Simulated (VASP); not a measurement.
The system is Mo.

```
CELL_PARAMETERS angstrom
-1.58381 1.58381 1.58381
1.58381 -1.58381 1.58381
1.58381 1.58381 -1.58381
ATOMIC_POSITIONS crystal
Mo 0.00000 0.00000 0.00000
```

Base run:

```yaml
Program: VASP 6.6.1
Functional: PBE
Potentials_or_basis: VASP PAW PBE potentials, release 64 (Mo_sv)
Cutoff: 520 eV
k_mesh: 12 × 12 × 12
Occupations: fermi-dirac, width 0.05 eV
Spin: no spin polarisation
```

Its results: band gap on the k mesh none (metal or under the smearing width); pressure -1.4 GPa.

Question: The run is repeated on the same cell with these changes: functional from PBE to PBEsol. What comes out?

Answer: Band gap on the k mesh none (metal or under the smearing width); pressure -9.1 GPa.

PBEsol binds more tightly than PBE, so the same cell stands under less pressure.

Caveats: the PAW data sets were made with another functional, which shifts forces and pressure a little (some runs).

Not every run made on this cell is shown here.
